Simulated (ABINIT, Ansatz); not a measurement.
## KBr (Fm-3m): third-order response

Which lines does KBr (Fm-3m) show in Raman and infrared spectra?

Program: ABINIT 10.8.3. Level of theory: DFT LDA, scalar-relativistic, plane waves, PseudoDojo norm-conserving pseudopotentials. Results are calculated unless marked as measured.

**1. Starting point**

Symmetry: Fm-3m, No. 225, cubic system. The conventional cell has a = 6.371 Å, b = 6.371 Å, c = 6.371 Å, α = 90.00°, β = 90.00°, γ = 90.00°. K has 6 Br at 3.19 Å nearest. Br has 6 K at 3.19 Å nearest. Farther neighbours and most contacts between anions are not listed.

**2. Relaxing the cell and atoms**

The harmonic expansion needs vanishing forces, and a free crystal bears no stress, so cell and atoms are brought to rest. Stress is more sensitive to the basis than forces are: the last 3 Ha under the cutoff are smoothed with ecutsm, and the cutoff is raised above that of the later runs.

The starting cell comes from a relaxation made beforehand in Ansatz (LDA, PseudoDojo NC).

Contents of relax.abi:

```
# relaxation
ionmov 2
optcell 2
dilatmx 1.08
ntime 40
tolmxf 1.0d-05
tolvrs 1.0d-14
prtwf 0
prtden 0
chksymtnons 0

# basis, mesh and filling
ecut 40.0
ecutsm 3.0
ngkpt 6 6 6
nshiftk 1
shiftk 0.0 0.0 0.0
istwfk *1
occopt 1
nband 8
nstep 100
diemac 9.0
prtebands 0
prtgsr 0

# cell and atoms
acell 3*1.0 Angstrom
rprim 
    0.0 3.185301656 3.185301656
    3.185301656 0.0 3.185301656
    3.185301656 3.185301656 0.0
ntypat 2
znucl 19 35
natom 2
typat 1 2
xred 
    0.0 0.0 0.0
    0.5 0.5 0.5
pp_dirpath "./pseudo"
pseudos "K.upf, Br.upf"
```

The run is started by

```
> OMP_NUM_THREADS=1 mpirun -n 4 abinit relax.abi > relax.log
```

Numbers of over 12 decimals in the logs are rounded to 6 here.

relax.abo, the main output file:

```text
[banners, grids, parts of the stress and lines that vanish by symmetry left out]
- input  file    -> relax.abi
- output file    -> relax.abo
- root for input  files -> relaxi
[...]
Symmetries : space group Fm -3 m (#225); Bravais cF (face-center cubic)
[...]
mpw =        6710          nfft =      157464          nkpt =          16
[...]
== DATASET  1 ==================================================================
[...]
cutoff_energies: {ecut:  40.0, pawecutdg:  -1.0, }
[...]
ETOT  1  -45.809266376838    -4.581E+01 3.716E-02 1.041E+02
 ETOT  2  -45.832791523315    -2.353E-02 1.519E-05 6.017E+00
 ETOT  3  -45.833306252346    -5.147E-04 9.072E-06 1.869E-01
 ETOT  4  -45.833312106209    -5.854E-06 5.534E-07 2.395E-03
 ETOT  5  -45.833312164975    -5.877E-08 2.694E-09 1.534E-04
[...]
At SCF step   12       vres2   =  3.90E-15 < tolvrs=  1.00E-14 =>converged.
[...]
sigma(1 1)=  1.58936854E-07  sigma(3 2)=  0.00000000E+00
  sigma(2 2)=  1.58936854E-07  sigma(3 1)=  0.00000000E+00
  sigma(3 3)=  1.58936854E-07  sigma(2 1)=  0.00000000E+00
[...]
convergence: {deltae:  3.553E-13, res2:  3.902E-15, residm:  4.477E-19, diffor: null, }
etotal    :  -4.58333122E+01
[...]
ETOT  1  -45.833312178998    -4.583E+01 5.648E-13 9.946E-06
[...]
At SCF step    7       vres2   =  5.36E-15 < tolvrs=  1.00E-14 =>converged.
[...]
sigma(1 1)=  1.49083468E-07  sigma(3 2)=  0.00000000E+00
  sigma(2 2)=  1.49083468E-07  sigma(3 1)=  0.00000000E+00
  sigma(3 3)=  1.49083468E-07  sigma(2 1)=  0.00000000E+00
[...]
convergence: {deltae:  1.457E-12, res2:  5.363E-15, residm:  7.010E-18, diffor: null, }
etotal    :  -4.58333122E+01
[...]
ETOT  1  -45.833312075512    -4.583E+01 6.663E-08 2.275E-03
[...]
ETOT  8  -45.833312186738    -7.176E-13 1.542E-17 1.069E-13
 ETOT  9  -45.833312186738     2.913E-13 3.056E-19 1.115E-15
 At SCF step    9       vres2   =  1.12E-15 < tolvrs=  1.00E-14 =>converged.
[...]
sigma(1 1)= -7.73905560E-11  sigma(3 2)=  0.00000000E+00
  sigma(2 2)= -7.73905556E-11  sigma(3 1)=  0.00000000E+00
  sigma(3 3)= -7.73905556E-11  sigma(2 1)=  0.00000000E+00
[...]
convergence: {deltae:  2.913E-13, res2:  1.115E-15, residm:  3.056E-19, diffor: null, }
etotal    :  -4.58333122E+01
[...]
At Broyd/MD step   3, gradients are converged :
[...]
sigma(1 1)= -7.73905560E-11  sigma(3 2)=  0.00000000E+00
  sigma(2 2)= -7.73905556E-11  sigma(3 1)=  0.00000000E+00
  sigma(3 3)= -7.73905556E-11  sigma(2 1)=  0.00000000E+00
[...]
- sigma(1 1)= -2.27690877E-06  sigma(3 2)=  0.00000000E+00
- sigma(2 2)= -2.27690875E-06  sigma(3 1)=  0.00000000E+00
- sigma(3 3)= -2.27690875E-06  sigma(2 1)=  0.00000000E+00
[...]
fcart     -0.0000000000E+00 -0.0000000000E+00 -0.0000000000E+00
           strten     -7.7390555986E-11 -7.7390555553E-11 -7.7390555553E-11
================================================================================

[key lines of the parts left out:]
pressure_GPa:   2.2769E-06
Total energy (etotal) [Ha]= -4.58333121867381E+01
```

Wall time 34 s (4 MPI ranks of Intel Xeon at 2.70GHz, shared host).

Little changed from the start: no atom moved by 0.005 Å and no cell edge by 0.1 %.

Numbers from this step:

* volume per atom: 32.31 Å³
* pressure: 2.28e-6 GPa

**3. Self-consistent run for the response**

First-order wavefunctions inherit every error of the ground state, hence the very tight tolvrs. The mesh is shifted off Γ, since shifted meshes converge sums over the zone faster.

Contents of gs.abi:

```
# ground state
tolvrs 1.0d-16
prtden 1
prtwf 1

# basis, mesh and filling
ecut 32.0
ngkpt 4 4 4
nshiftk 4
shiftk 
    0.5 0.5 0.5
    0.5 0.0 0.0
    0.0 0.5 0.0
    0.0 0.0 0.5
istwfk *1
occopt 1
nband 8
nstep 100
diemac 9.0
prtebands 0
prtgsr 0

# cell and atoms
acell 3*1.0 Angstrom
rprim 
    0.0 3.185056728 3.185056728
    3.185056728 0.0 3.185056728
    3.185056728 3.185056728 0.0
ntypat 2
znucl 19 35
natom 2
typat 1 2
xred 
    0.0 0.0 0.0
    0.5 0.5 0.5
pp_dirpath "./pseudo"
pseudos "K.upf, Br.upf"
```

The run is started by

```
> OMP_NUM_THREADS=1 mpirun -n 4 abinit gs.abi > gs.log
```

gs.abo, the main output file:

```text
[banners, grids, parts of the stress and lines that vanish by symmetry left out]
- input  file    -> gs.abi
- output file    -> gs.abo
- root for input  files -> gsi
[...]
Symmetries : space group Fm -3 m (#225); Bravais cF (face-center cubic)
[...]
mpw =        3779          nfft =       91125          nkpt =          10
[...]
== DATASET  1 ==================================================================
[...]
cutoff_energies: {ecut:  32.0, pawecutdg:  -1.0, }
[...]
ETOT  1  -45.800224485227    -4.580E+01 1.214E-01 5.617E+01
 ETOT  2  -45.832865120076    -3.264E-02 5.291E-05 2.445E+00
 ETOT  3  -45.833233255709    -3.681E-04 5.231E-06 1.239E-01
 ETOT  4  -45.833241003792    -7.748E-06 6.436E-07 8.443E-04
 ETOT  5  -45.833241046641    -4.285E-08 3.263E-09 7.930E-05
[...]
ETOT 13  -45.833241056351    -3.482E-13 1.199E-20 1.173E-16
 ETOT 14  -45.833241056351     3.482E-13 5.015E-22 5.107E-18
 At SCF step   14       vres2   =  5.11E-18 < tolvrs=  1.00E-16 =>converged.
[...]
sigma(1 1)=  2.12670959E-06  sigma(3 2)=  0.00000000E+00
  sigma(2 2)=  2.12670959E-06  sigma(3 1)=  0.00000000E+00
  sigma(3 3)=  2.12670959E-06  sigma(2 1)=  0.00000000E+00
[...]
convergence: {deltae:  3.482E-13, res2:  5.107E-18, residm:  5.015E-22, diffor: null, }
etotal    :  -4.58332411E+01
[...]
sigma(1 1)=  2.12670959E-06  sigma(3 2)=  0.00000000E+00
  sigma(2 2)=  2.12670959E-06  sigma(3 1)=  0.00000000E+00
  sigma(3 3)=  2.12670959E-06  sigma(2 1)=  0.00000000E+00
[...]
- sigma(1 1)=  6.25699565E-02  sigma(3 2)=  0.00000000E+00
- sigma(2 2)=  6.25699565E-02  sigma(3 1)=  0.00000000E+00
- sigma(3 3)=  6.25699565E-02  sigma(2 1)=  0.00000000E+00
[...]
fcart     -0.0000000000E+00 -0.0000000000E+00 -0.0000000000E+00
           strten      2.1267095939E-06  2.1267095939E-06  2.1267095939E-06
================================================================================

[key lines of the parts left out:]
pressure_GPa:  -6.2570E-02
```

Run time: 7.7 s. Hardware: 4 MPI ranks; 30 s of CPU time.

This step gave:

| Item | Value |
| --- | --- |
| pressure | -0.06257 GPa |

The cell stands at -0.063 GPa, close enough for phonons.

**4. Empty bands**

Empty bands on the ground state's density check that the gap assumed so far is there in this cell.

Contents of gap.abi:

```
# empty bands on the ground state's density
iscf -2
getden_filepath "gso_DEN"
tolwfr 1.0d-12
nbdbuf 2
prtwf 0

# basis, mesh and filling
ecut 32.0
ngkpt 6 6 6
nshiftk 1
shiftk 0.0 0.0 0.0
istwfk *1
occopt 1
nband 12
nstep 100
diemac 9.0
prtebands 0
prtgsr 0

# cell and atoms
acell 3*1.0 Angstrom
rprim 
    0.0 3.185056728 3.185056728
    3.185056728 0.0 3.185056728
    3.185056728 3.185056728 0.0
ntypat 2
znucl 19 35
natom 2
typat 1 2
xred 
    0.0 0.0 0.0
    0.5 0.5 0.5
pp_dirpath "./pseudo"
pseudos "K.upf, Br.upf"
```

The run is started by

```
> OMP_NUM_THREADS=1 mpirun -n 4 abinit gap.abi > gap.log
```

gap.abo, the main output file:

```text
[banners, grids, parts of the stress and lines that vanish by symmetry left out]
- input  file    -> gap.abi
- output file    -> gap.abo
- root for input  files -> gapi
[...]
Symmetries : space group Fm -3 m (#225); Bravais cF (face-center cubic)
[...]
mpw =        3812          nfft =       91125          nkpt =          16
[...]
== DATASET  1 ==================================================================
[...]
cutoff_energies: {ecut:  32.0, pawecutdg:  -1.0, }
[...]
-outvars: echo values of variables after computation
            acell      1.8897261259E+00  1.8897261259E+00  1.8897261259E+00 Bohr
================================================================================
```

Wall time 8.4 s (4 MPI ranks).

Read from the output:

| Quantity | Value |
| --- | --- |
| gap on the k-mesh | 4.324 eV |

In this cell the gap on the mesh is 4.3 eV, direct, so fixed occupations hold.

**5. Linear response at Γ**

The derivative of the wavefunctions by k comes first, since the response to a field is built on it; then the field and the displacements that symmetry doesn't supply are solved at q = 0. By the 2n+1 theorem the first-order wavefunctions also give third derivatives: Raman tensors and the non-linear susceptibility.

It reads the wavefunctions written in step 3.

Contents of dfpt_gamma.abi:

```
ndtset 3

# common to the responses
getwfk_filepath "gso_WFK"
kptopt 2
nqpt 1
qpt 0.0 0.0 0.0
asr 0
chneut 0

# d/dk
rfelfd1 2
rfdir1 1 1 1
iscf1 -3
tolwfr1 1.0d-20

# displacements, field
rfphon2 1
rfatpol2 1 2
rfdir2 1 1 1
rfelfd2 3
getddk2 1
tolvrs2 1.0d-10
prepanl2 1
prtden2 1

# third order
optdriver3 5
getden_filepath3 "gso_DEN"
get1den3 2
get1wf3 2
getddk3 1
d3e_pert1_elfd3 1
d3e_pert1_phon3 1
d3e_pert1_atpol3 1 2
d3e_pert1_dir3 1 1 1
d3e_pert2_elfd3 1
d3e_pert2_dir3 1 1 1
d3e_pert3_elfd3 1
d3e_pert3_dir3 1 1 1
usepead3 1
tolvrs3 1.0d-10

# basis, mesh and filling
ecut 32.0
ngkpt 4 4 4
nshiftk 4
shiftk 
    0.5 0.5 0.5
    0.5 0.0 0.0
    0.0 0.5 0.0
    0.0 0.0 0.5
istwfk *1
occopt 1
nband 8
nstep 100
diemac 9.0
prtebands 0
prtgsr 0

# cell and atoms
acell 3*1.0 Angstrom
rprim 
    0.0 3.185056728 3.185056728
    3.185056728 0.0 3.185056728
    3.185056728 3.185056728 0.0
ntypat 2
znucl 19 35
natom 2
typat 1 2
xred 
    0.0 0.0 0.0
    0.5 0.5 0.5
pp_dirpath "./pseudo"
pseudos "K.upf, Br.upf"
```

The run is started by

```
> OMP_NUM_THREADS=1 mpirun -n 4 abinit dfpt_gamma.abi > dfpt_gamma.log
```

dfpt_gamma.abo, the main output file:

```text
[banners, grids, parts of the stress and lines that vanish by symmetry left out]
- input  file    -> dfpt_gamma.abi
- output file    -> dfpt_gamma.abo
- root for input  files -> dfpt_gammai
[...]
DATASET    1 : space group Fm -3 m (#225); Bravais cF (face-center cubic)
[...]
nfft =       91125          nkpt =         128
[...]
DATASET    2 : space group Fm -3 m (#225); Bravais cF (face-center cubic)
[...]
nfft =       91125          nkpt =         128
[...]
DATASET    3 : space group Fm -3 m (#225); Bravais cF (face-center cubic)
[...]
mpw =        3779          nfft =       91125          nkpt =         128
[...]
== DATASET  1 ==================================================================
[...]
cutoff_energies: {ecut:  32.0, pawecutdg:  -1.0, }
[...]
- 35.00000   7.00000  180309                  znucl, zion, pspdat
[...]
Perturbation : derivative vs k along direction   1
[...]
-ETOT  1  -12.532018468832     -1.253E+01 4.145E-02 0.000E+00
 ETOT  2  -12.586724916417     -5.471E-02 1.135E-03 0.000E+00
 ETOT  3  -12.587296156453     -5.712E-04 2.015E-05 0.000E+00
 ETOT  4  -12.587304015935     -7.859E-06 7.329E-07 0.000E+00
 ETOT  5  -12.587304149773     -1.338E-07 2.259E-08 0.000E+00
[...]
At SCF step   14   max residual=  9.98E-21 < tolwfr=  1.00E-20 =>converged.
[...]
Perturbation : derivative vs k along direction   2
[...]
-ETOT  1  -12.532018468612     -1.253E+01 4.145E-02 0.000E+00
[...]
At SCF step   14   max residual=  9.96E-21 < tolwfr=  1.00E-20 =>converged.
[...]
Perturbation : derivative vs k along direction   3
[...]
-ETOT  1  -12.532018468393     -1.253E+01 4.145E-02 0.000E+00
[...]
At SCF step   14   max residual=  9.98E-21 < tolwfr=  1.00E-20 =>converged.
[...]
1        1       1.3488785376    0.0000000000
     1        2       0.6744392688    0.0000000000
     1        3       0.6744392688    0.0000000000
     2        1       0.6744392688    0.0000000000
     2        2       1.3488785376    0.0000000000
     2        3       0.6744392688   -0.0000000000
     3        1       0.6744392688    0.0000000000
     3        2       0.6744392688   -0.0000000000
     3        3       1.3488785376    0.0000000000
[...]
== DATASET  2 ==================================================================
[...]
cutoff_energies: {ecut:  32.0, pawecutdg:  -1.0, }
[...]
Perturbation : displacement of atom   1   along direction   1
[...]
-ETOT  1   5.353880     -2.369E+03 7.120E+00 4.088E+02
[...]
At SCF step   13       vres2   =  4.60E-12 < tolvrs=  1.00E-10 =>converged.
[...]
Perturbation : displacement of atom   2   along direction   1
[...]
-ETOT  1   1.684460     -6.256E+02 3.862E+00 9.219E+02
[...]
At SCF step   11       vres2   =  5.20E-12 < tolvrs=  1.00E-10 =>converged.
[...]
Perturbation : homogeneous electric field along direction   1
[...]
-ETOT  1  -41.174893222991     -4.117E+01 6.915E-01 2.943E+04
[...]
At SCF step   11       vres2   =  8.84E-11 < tolvrs=  1.00E-10 =>converged.
[...]
Perturbation : homogeneous electric field along direction   2
[...]
-ETOT  1  -41.174893222365     -4.117E+01 6.915E-01 2.943E+04
[...]
At SCF step   11       vres2   =  8.84E-11 < tolvrs=  1.00E-10 =>converged.
[...]
Perturbation : homogeneous electric field along direction   3
[...]
-ETOT  1  -41.174893221728     -4.117E+01 6.915E-01 2.943E+04
[...]
ETOT 10  -49.893881771117     -3.764E-11 6.432E-13 6.314E-10
 ETOT 11  -49.893881771117     -6.324E-13 5.182E-14 8.838E-11
 At SCF step   11       vres2   =  8.84E-11 < tolvrs=  1.00E-10 =>converged.
[...]
Dielectric tensor, in cartesian coordinates,
[...]
1    4   1    4         2.7590983585        -0.0000000000
   1    4   2    4        -0.0000000000        -0.0000000000
   1    4   3    4        -0.0000000000        -0.0000000000
   2    4   1    4        -0.0000000000        -0.0000000000
   2    4   2    4         2.7590983585        -0.0000000000
   2    4   3    4        -0.0000000000        -0.0000000000
   3    4   1    4        -0.0000000000        -0.0000000000
   3    4   2    4        -0.0000000000        -0.0000000000
   3    4   3    4         2.7590983585        -0.0000000000
  Effective charges, in cartesian coordinates,
[...]
1    1   1    4         1.1020480776         0.0000000000
   2    1   1    4        -0.0000000000         0.0000000000
   3    1   1    4         0.0000000000         0.0000000000
   1    2   1    4        -1.1016702520         0.0000000000
   2    2   1    4         0.0000000000         0.0000000000
[...]
Effective charges, in cartesian coordinates,
[...]
2    4   1    2         0.0000000000         0.0000000000
   3    4   1    2         0.0000000000         0.0000000000
   1    4   2    2         0.0000000000         0.0000000000
   2    4   2    2        -1.1016701817         0.0000000000
   3    4   2    2         0.0000000000         0.0000000000
   1    4   3    2        -0.0000000000         0.0000000000
   2    4   3    2        -0.0000000000         0.0000000000
   3    4   3    2        -1.1016701817         0.0000000000
  Phonon wavevector (reduced coordinates) :  0.00000  0.00000  0.00000
 Phonon energies in Hartree :
[...]
Phonon frequencies in cm-1    :
-  3.711237E-01  3.711239E-01  3.711242E-01  1.300380E+02  1.300380E+02
-  1.300380E+02
  Phonon at Gamma, with non-analyticity in the
[...]
Phonon energies in Hartree :
[...]
Phonon frequencies in cm-1    :
-  3.711237E-01  3.711239E-01  3.713446E-01  1.300380E+02  1.300380E+02
-  1.722626E+02
  Phonon at Gamma, with non-analyticity in the
[...]
Phonon energies in Hartree :
[...]
Phonon frequencies in cm-1    :
-  3.711237E-01  3.711242E-01  3.713443E-01  1.300380E+02  1.300380E+02
-  1.722626E+02
  Phonon at Gamma, with non-analyticity in the
[...]
Phonon energies in Hartree :
[...]
Phonon frequencies in cm-1    :
-  3.711239E-01  3.711242E-01  3.713441E-01  1.300380E+02  1.300380E+02
-  1.722626E+02
[...]
== DATASET  3 ==================================================================
[...]
cutoff_energies: {ecut:  32.0, pawecutdg:  -1.0, }
[...]
1          1       -0.000000000       -0.000000000       -0.000000000
[...]
1          2       -0.000000000       -0.000000000       -0.000000000
[...]
1          3       -0.000000000       -0.000000000       -0.000000000
[...]
2          1       -0.000000000       -0.000000000       -0.000000000
[...]
2          2       -0.000000000       -0.000000000       -0.000000000
[...]
2          3       -0.000000000       -0.000000000       -0.000000000
[...]
strten2     0.0000000000E+00  0.0000000000E+00  0.0000000000E+00
           strten3     0.0000000000E+00  0.0000000000E+00  0.0000000000E+00
================================================================================
```

Elapsed: 7.1 min, on 4 MPI ranks; 28 min of CPU time.

Read from the output:

```
miss of the charge sum rule                                       : 3.78e-4 e
largest acoustic frequency at the zone centre before the sum rule : 0.37 cm⁻¹
highest optical zone-centre mode (no LO-TO term)                  : 130.0 cm⁻¹
lowest optical zone-centre mode                                   : 130.0 cm⁻¹
mean high-frequency dielectric constant                           : 2.759
largest Born charge in size (third of the trace)                  : 1.102 e
```

Born charge (rows field, columns displacement), before the sum rule (e), principal values of the symmetric part by kind of site:

| atom | atoms with these values | low | middle | high | mean |
| --- | --- | --- | --- | --- | --- |
| K1 | 1 | 1.10 | 1.10 | 1.10 | 1.10 |
| Br2 | 1 | -1.10 | -1.10 | -1.10 | -1.10 |

In full for Br2:

```
-1.10  0.00  0.00
 0.00 -1.10  0.00
 0.00  0.00 -1.10
```

High-frequency dielectric tensor:

```
2.76 0.00 0.00
0.00 2.76 0.00
0.00 0.00 2.76
```

The acoustic modes at Γ come out as far as 0.4 cm⁻¹ from zero, where they should vanish, a small numerical error; the Born charges miss their sum rule by 3.8e-4 e, which is good.

(Part 1 of 2 ends here.)

[Host names and launcher messages were left out of these logs when they were recorded.]

[Logs are printed without paths, hosts, clocks, repeated set-up lines and the standing remarks that a program may print on its own settings, such as how far it seeks lower states.]

[Hosts, paths, dates, database ids (printed as entryN), source tags and the programs' standing remarks are cut or masked in the printed files.]
